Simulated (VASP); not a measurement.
# Si: molecular dynamics with a thermostat

Si, Fmmm (no. 69), 8 atoms in the cell. PBE, molecular dynamics; PAW potentials Si (PBE set).

Ensemble: Nose-Hoover; Target temperature (K): 1000.

## Input

INCAR:
```
SYSTEM = Si
GGA = PE ; PREC = Normal
ENCUT = 250 ; EDIFF = 1E-6
NELMIN = 4 ; NELM = 60
ALGO = Fast ; LREAL = Auto
LASPH = .True. ; ISMEAR = -1
SIGMA = 0.05 ; ISYM = 0
LWAVE = .False. ; LCHARG = .False.
IBRION = 0 ; NSW = 60
POTIM = 2.0 ; TEBEG = 1000
ISIF = 2 ; RANDOM_SEED = 127478 0 0
MDALGO = 2 ; SMASS = 0
KPAR = 2
```

KPOINTS:
```
k-points
0
Monkhorst-Pack
  4 4 2
```

POSCAR:
```
Si
1.0
    0.0000000000      2.6598984800      4.6432435421
    2.4222677723      0.0000000000      4.6432435421
    4.8445355446      5.3197969600      0.0000000000
Si
8
Direct
    0.2202307000      0.2202307000      0.3898846500
    0.2202307000      0.2202307000      0.8898846500
    0.7797693000      0.7797693000      0.1101153500
    0.7797693000      0.7797693000      0.6101153500
    0.2726057200      0.7273942800      0.1363028600
    0.2726057200      0.7273942800      0.6363028600
    0.7273942800      0.2726057200      0.3636971400
    0.7273942800      0.2726057200      0.8636971400
```

Commands:
```
cat potpaw_PBE.64/Si/POTCAR > POTCAR
mpirun -np 2 vasp_std > vasp.out
```

## Result

- Mean temperature (K): 962
- Rise of the mean potential energy above the start (meV/atom): 99.8
- Electronic steps per ionic step after the first: 4.1

Course of the run:

| Time (fs) | Temperature (K) | Potential energy less the first (meV/atom) |
|---|---|---|
| 2 | 1000 | 0.0 |
| 12 | 772 | 26.9 |
| 20 | 482 | 66.8 |
| 30 | 616 | 74.0 |
| 38 | 1253 | 51.6 |
| 48 | 2012 | 44.1 |
| 56 | 1656 | 73.2 |
| 66 | 763 | 123.3 |
| 74 | 434 | 144.2 |
| 84 | 424 | 145.2 |
| 92 | 634 | 136.4 |
| 102 | 1060 | 135.7 |
| 110 | 1219 | 168.7 |
| 120 | 1325 | 208.1 |

REPORT:
```
MDALGO =   2
               SCALING =       0
                 CNEXP =     9.000   14.000
           RANDOM_SEED =            127478                0                0

   original number of atomic DOF:         21
   number of independent constraints:      0
   number of active DOF:                  21

========================================
         MD step No.       1
========================================

  Atomic velocities initialized by STEP_tb

  >Energies
                    E_tot             E_pot             E_kin               EPS                ES
   e_b>   -0.39984899E+02   -0.40889751E+02    0.90485189E+00    0.00000000E+00    0.00000000E+00

  >Temperature
               T_sim     T_inst
   tmprt>   1000.000   1000.029

  >Thermostat:
           s(n+1) sdot(n+1)      s(n)   sdot(n)        Qs
   s_b>   0.00000   0.00000   0.00000   0.00000   0.19770

           RANDOM_SEED =            127478               48                0

[... steps left out ...]

========================================
         MD step No.      60
========================================

  >Energies
                    E_tot             E_pot             E_kin               EPS                ES
   e_b>   -0.39983819E+02   -0.39225328E+02    0.11989391E+01    0.61916887E-01   -0.20193476E+01

  >Temperature
               T_sim     T_inst
   tmprt>   1000.000   1325.050

  >Thermostat:
           s(n+1) sdot(n+1)      s(n)   sdot(n)        Qs
   s_b>  -1.14261  -0.02441  -1.11588  -0.02906   0.19770

           RANDOM_SEED =            127478               48                0
```

OSZICAR:
```
N       E                     dE             d eps       ncg     rms          rms(c)
DAV:   1     0.320488299138E+02    0.32049E+02   -0.80589E+03   672   0.712E+02
DAV:   2    -0.379722481984E+02   -0.70021E+02   -0.66390E+02   894   0.126E+02
DAV:   3    -0.409604709378E+02   -0.29882E+01   -0.28631E+01   854   0.241E+01
DAV:   4    -0.410011080430E+02   -0.40637E-01   -0.40278E-01   803   0.307E+00
DAV:   5    -0.410018312133E+02   -0.72317E-03   -0.72259E-03   831   0.313E-01    0.948E+00
RMM:   6    -0.409204384606E+02    0.81393E-01   -0.92890E-02   673   0.110E+00    0.554E+00
RMM:   7    -0.408910058470E+02    0.29433E-01   -0.75053E-02   673   0.124E+00    0.333E-01
RMM:   8    -0.408896524244E+02    0.13534E-02   -0.89033E-03   672   0.563E-01    0.239E-01
RMM:   9    -0.408897447585E+02   -0.92334E-04   -0.14062E-03   689   0.202E-01    0.520E-02
RMM:  10    -0.408897483773E+02   -0.36188E-05   -0.25436E-04   685   0.702E-02    0.208E-02
RMM:  11    -0.408897506362E+02   -0.22590E-05   -0.43347E-05   697   0.286E-02    0.701E-03
RMM:  12    -0.408897512542E+02   -0.61800E-06   -0.68489E-06   530   0.115E-02
[... left out ...]
     58 T=  1218. E= -.39984166E+02 F= -.39276198E+02 E0= -.39259948E+02  EK= 0.11017E+01 SP= -.19E+01 SK= 0.92E-01
     59 T=  1254. E= -.39983692E+02 F= -.39232619E+02 E0= -.39216574E+02  EK= 0.11345E+01 SP= -.20E+01 SK= 0.78E-01
[... last step whole ...]
       N       E                     dE             d eps       ncg     rms          rms(c)
DAV:   1    -0.392253112831E+02    0.73077E-02   -0.11577E-02  1292   0.127E+00    0.235E-02
RMM:   2    -0.392253273432E+02   -0.16060E-04   -0.31243E-04   672   0.111E-01    0.110E-02
RMM:   3    -0.392253275180E+02   -0.17475E-06   -0.29129E-05   675   0.299E-02    0.759E-03
RMM:   4    -0.392253275861E+02   -0.68088E-07   -0.57890E-06   557   0.113E-02
     60 T=  1325. E= -.39983819E+02 F= -.39225328E+02 E0= -.39210388E+02  EK= 0.11989E+01 SP= -.20E+01 SK= 0.62E-01
```

Limits: 120 fs of 8 atoms are too short for converged averages; the cell is only 3.3 Å across, so each atom moves in step with near copies of itself.

VASP 6.6.1 took 199 s on 2 cores (Intel Xeon Platinum 8259CL @ 2.50GHz (Skylake/Cascade Lake)), a shared host.
